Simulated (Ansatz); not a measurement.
# AlNi under pressure

These are results of Ansatz 0.2.0, DFT PBE, scalar-relativistic, plane waves, PAW, not measurements. Run with 420 eV cutoff, 16×16×14 k-mesh, Gaussian smearing of 0.10 eV, no spin polarisation.

Starting point, cell and atoms relaxed:

```yaml
crystal:
  lattice:
    - [2.04281, -2.04281, 0.00000]
    - [2.04281, 2.04281, 0.00000]
    - [0.00000, 0.00000, 2.90114]
  atoms:
    - { symbol: Al, position: [0.00000, 0.00000, 0.00000] }
    - { symbol: Ni, position: [0.50000, 0.50000, 0.50000] }
```

Cell and atoms are relaxed at each pressure within the symmetry of the start, at zero temperature, so transitions that lower the symmetry aren't seen. The k-mesh given is that at zero pressure and may differ at others. a, b and c are the lengths of the cell vectors above. ΔH is E + PV over the energy at zero pressure.

```
P (GPa) V (Å³/atom) V/V0  a (Å) b (Å) c (Å)  ΔH (eV/atom) space group
     -2        12.26  1.013  2.901  2.901  2.914        -0.152  P4/mmm (123)
      0        12.11  1.000  2.889  2.889  2.901         0.000  P4/mmm (123)
      2        11.96  0.988  2.877  2.877  2.889         0.150  P4/mmm (123)
      5        11.75  0.971  2.861  2.861  2.872         0.372  P4/mmm (123)
     10            ?      ?      ?      ?      ?             ?             ?
     20            ?      ?      ?      ?      ?             ?             ?
     40        10.19  0.841  2.731  2.731  2.732         2.749   Pm-3m (221)
```

What stands in the row for 10 GPa?

V 11.45 Å³/atom; V/V0 0.946; a 2.837 Å; b 2.837 Å; c 2.847 Å; ΔH 0.734 eV/atom; space group P4/mmm (123).

What stands in the row for 20 GPa?

V 10.95 Å³/atom; V/V0 0.904; a 2.795 Å; b 2.795 Å; c 2.803 Å; ΔH 1.433 eV/atom; space group Pm-3m (221).